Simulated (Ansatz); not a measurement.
Ni: equation of state with PBEsol

The system is Ni.

```
CELL_PARAMETERS angstrom
0.00000 1.73757 1.73757
1.73757 0.00000 1.73757
1.73757 1.73757 0.00000
ATOMIC_POSITIONS crystal
Ni 0.00000 0.00000 0.00000
```

| Property | Result |
| --- | --- |
| Program | Ansatz 0.2.0 |
| Task | equation of state |
| Functional | PBEsol |
| Potentials or basis | all-electron LAPW, scalar-relativistic |
| Basis error allowed | 0.001 eV/atom |
| k mesh | 13 × 13 × 13 |
| Occupations | fermi-dirac, width 0.05 eV |
| Spin | collinear spin, ferromagnetic start |
| Starting moments | [1.0] μB |

```yaml
Equilibrium_volume: 10.38 Å³/atom
Bulk_modulus: 232 GPa
Pressure_derivative_of_the_bulk_modulus: 4.9
```

Energy against volume, from the lowest point:
```
volume (Å³/atom)  energy (meV/atom)
           9.862              19.99
          10.072               6.34
          10.282               0.00
          10.492               0.15
          10.702               6.07
          10.912              17.12
          11.122              32.70
```

All runs of the series together: 63 s on 2 threads of Arm Neoverse V1, on a shared host.
